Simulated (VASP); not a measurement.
## Ir under changes of volume

One of the cells (14.090 Å³/atom); the others are scaled copies at fixed shape and fractional positions:

```
CELL_PARAMETERS angstrom
0.00000 1.91700 1.91700
1.91700 0.00000 1.91700
1.91700 1.91700 0.00000
ATOMIC_POSITIONS crystal
Ir 0.00000 0.00000 0.00000
```

- Program: VASP 6.6.1
- Functional: PBEsol
- Potentials or basis: VASP PAW PBE potentials, release 64 (Ir)
- Cutoff: 520 eV
- k mesh: 10 × 10 × 10
- Occupations: fermi-dirac, width 0.05 eV
- Spin: no spin polarisation

```tsv
volume (Å³/atom)	energy over the lowest point (meV/atom)	pressure (GPa)
13.526	?	?
13.808	7.03	8.2
14.090	0.00	-0.1
14.371	6.70	-7.4
14.653	25.56	-13.9
```

What does the run at 13.526 Å³/atom give?

Energy over the lowest point 29.57 meV/atom; pressure 17.6 GPa.

Worked out: A Birch-Murnaghan fit of order 2 (a polynomial in V^(-2/3)) to the other rows has its minimum at 14.09 Å³/atom with B0 = V·E''(V) = 386 GPa. It gives 29.03 meV/atom at 13.526 Å³/atom, against the run's 29.57, and -dE/dV = 17.1 GPa, against 17.6.

Energies are extrapolated to zero smearing.

Caveats: the PAW data sets were made with another functional, which shifts forces and pressure a little.
